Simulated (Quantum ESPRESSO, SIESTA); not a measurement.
Given: the input of a run of Quantum ESPRESSO 7.5 on Ru (Ruthenium). 

File pw.in:

```
&CONTROL
  calculation = 'scf'
  prefix = 'pwscf'
  outdir = './tmp'
  pseudo_dir = './pseudo'
  tprnfor = .true.
  tstress = .true.
  disk_io = 'low'
/
&SYSTEM
  ibrav = 0
  celldm(1) = 8
  nat = 2
  ntyp = 1
  ecutwfc = 45
  ecutrho = 360
  nbnd = 24
  occupations = 'smearing'
  smearing = 'fd'
  degauss = 0.00367493
/
&ELECTRONS
  conv_thr = 4d-10
  electron_maxstep = 120
  mixing_beta = 0.5
/
ATOMIC_SPECIES
Ru   101.0700 ru_pbesol_v1.2.uspp.F.UPF
CELL_PARAMETERS alat
  0.6391526185016   0.0000000000000   0.0000000000000
 -0.3195763092508   0.5535224045272   0.0000000000000
  0.0000000000000   0.0000000000000   1.0114522866294
ATOMIC_POSITIONS crystal
Ru     0.6666666667    0.3333333333    0.7500000000
Ru     0.3333333333    0.6666666667    0.2500000000
K_POINTS automatic
11 11 6 0 0 0
```

The input pp_density.in:

```
&INPUTPP
  prefix = 'pwscf'
  outdir = './tmp'
  filplot = 'density.dat'
  plot_num = 0
/
&PLOT
  nfile = 1
  filepp(1) = 'density.dat'
  iflag = 3
  output_format = 6
  fileout = 'density.cube'
/
```

File pp_potential.in:

```
&INPUTPP
  prefix = 'pwscf'
  outdir = './tmp'
  filplot = 'potential.dat'
  plot_num = 11
/
&PLOT
  nfile = 1
  filepp(1) = 'potential.dat'
  iflag = 3
  output_format = 6
  fileout = 'potential.cube'
/
```

Potentials or basis: GBRV 1.5 PBEsol.

Run with:

```bash
$ OMP_NUM_THREADS=1 mpirun -n 2 pw.x -nk 2 -in pw.in > pw.out
$ OMP_NUM_THREADS=1 mpirun -n 1 pp.x -in pp_density.in > pp_density.out
$ OMP_NUM_THREADS=1 mpirun -n 1 pp.x -in pp_potential.in > pp_potential.out
```

**Question.** Translate it to SIESTA 5.4.2. Potentials or basis there: files PseudoDojo sr-pbesol-0.4.1-standard, DZP (energy shift 0.003 Ry; two zetas on semicore shells).

**Answer.** As run (cutoffs and basis follow the program's own potentials, and thresholds, step limits or extra output files can differ):

The input Ru.fdf:

```
SystemName                      Ruthenium
SystemLabel                     Ru
NumberOfSpecies                 1
NumberOfAtoms                   2
%block ChemicalSpeciesLabel
  1  44 Ru
%endblock ChemicalSpeciesLabel

LatticeConstant                 1.0 Ang
%block LatticeVectors
     2.7058000000     0.0000000000     0.0000000000
    -1.3529000000     2.3432915376     0.0000000000
     0.0000000000     0.0000000000     4.2819000000
%endblock LatticeVectors
AtomicCoordinatesFormat         Fractional
%block AtomicCoordinatesAndAtomicSpecies
     0.6666666667     0.3333333333     0.7500000000  1  Ru
     0.3333333333     0.6666666667     0.2500000000  1  Ru
%endblock AtomicCoordinatesAndAtomicSpecies

%block kgrid.MonkhorstPack
   11   0   0  0.0
    0  11   0  0.0
    0   0   6  0.0
%endblock kgrid.MonkhorstPack
XC.Functional                   GGA
XC.Authors                      PBEsol
PAO.BasisSize                   DZP
PAO.EnergyShift                 0.003 Ry
Mesh.Cutoff                     800 Ry
OccupationFunction              FD
ElectronicTemperature           0.05 eV
MaxSCFIterations                120
SCF.MustConverge                false
SCF.Mixer.Method                Pulay
SCF.Mixer.Weight                0.25
SCF.Mixer.History               8
SCF.DM.Tolerance                5.0e-05
SCF.H.Tolerance                 1.0e-03 eV
WriteForces                     true
Charge.Mulliken                 end
Charge.Hirshfeld                end
Charge.Voronoi                  end
SaveRho                         true
SaveElectrostaticPotential      true
%block PAO.Basis
  Ru 5
  n=4 0 2
    3.003 0.000
  n=5 0 2
    8.548 0.000
  n=4 1 2
    3.442 0.000
  n=5 1 1
    8.548
  n=4 2 2
    5.925 0.000
%endblock PAO.Basis
```

Potentials or basis: PseudoDojo 0.4 standard (PBEsol files), converted to PSML, two zetas on semicore shells, DZP (energy shift 0.003 Ry; two zetas on semicore shells).

Launch:

```console
$ siesta < Ru.fdf > Ru.out 2>&1
```

Both were run:

|  | Quantum ESPRESSO | SIESTA |
| --- | --- | --- |
| Pressure | -6.7 GPa | -2.5 GPa |

The two runs disagree by more than potentials and bases usually give (in gap, levels, pressure or energy); the cause wasn't traced.

Pressure is positive in compression.
